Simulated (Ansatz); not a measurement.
## ¹¹B NMR of the central transition in B5H9

Cell: a computed structure from the Materials Project (it need not be an observed phase), taken as it stands.

```cif
data_B5H9
_symmetry_space_group_name_H-M 'I4mm'
_symmetry_Int_Tables_number 107
_cell_length_a 7.2459
_cell_length_b 7.2459
_cell_length_c 5.3101
_cell_angle_alpha 90.000
_cell_angle_beta 90.000
_cell_angle_gamma 90.000
loop_
_atom_site_label
_atom_site_type_symbol
_atom_site_symmetry_multiplicity
_atom_site_Wyckoff_symbol
_atom_site_fract_x
_atom_site_fract_y
_atom_site_fract_z
B1 B 2 a 0.0000 0.0000 0.7696
B2 B 8 d 0.0000 0.8256 0.9811
H6 H 2 a 0.0000 0.0000 0.5469
H7 H 8 d 0.0000 0.6635 0.9553
H11 H 8 c 0.8686 0.8686 0.1502
```

One atom of each set is listed; the run and its k-mesh use a cell of 14 atoms with edges of 5.77, 5.77, 5.77 Å.

Method: Kohn–Sham DFT in Ansatz, r2SCAN, plane waves and PAW, scalar-relativistic, 500 eV cutoff, Γ-centred 7×7×7 k-points, Fermi–Dirac smearing 0.05 eV.

¹¹B has I = 3/2 and Q = 40.59 mb (Pyykkö 2018); at 14.1 T its Larmor frequency is ν₀ = 192.6 MHz. Only the quadrupole interaction is simulated: positions count from each site's isotropic chemical shift, and J coupling is left out, as are shift anisotropy and dipolar coupling, which fast spinning averages.

Q: What does the ¹¹B spectrum (fast magic-angle spinning) show for each site?

A: 

```
site                             first shell  C_Q (MHz)     η  P_Q (MHz)  δ_QIS (ppm)  breadth (kHz)
  B1            1 H at 1.18 Å, 4 B at 1.69 Å     -0.471  0.00      0.471       -0.150         0.0618
  B2  3 H at 1.18–1.35 Å, 3 B at 1.69–1.79 Å      -1.92  0.50       2.00        -2.69           1.20
```

δ_QIS = −(ν_Q²/30ν₀²)[I(I+1) − 3/4](1 + η²/3) × 10⁶ ppm with ν_Q = 3|C_Q|/[2I(2I−1)]; it falls as 1/B₀² in ppm, and the breadth as 1/B₀ in kHz.

An axis of threefold or higher order runs through B1, so V_zz lies along it and η is zero.

The run took 35 s of wall time (35 s of CPU time) and 0.73 GiB at its peak, on 1 thread of Arm Neoverse V1 (aarch64; 8 cores open to the job, memory cap 2.5 GiB, no GPU), a shared host with a load of 0.4 a core.
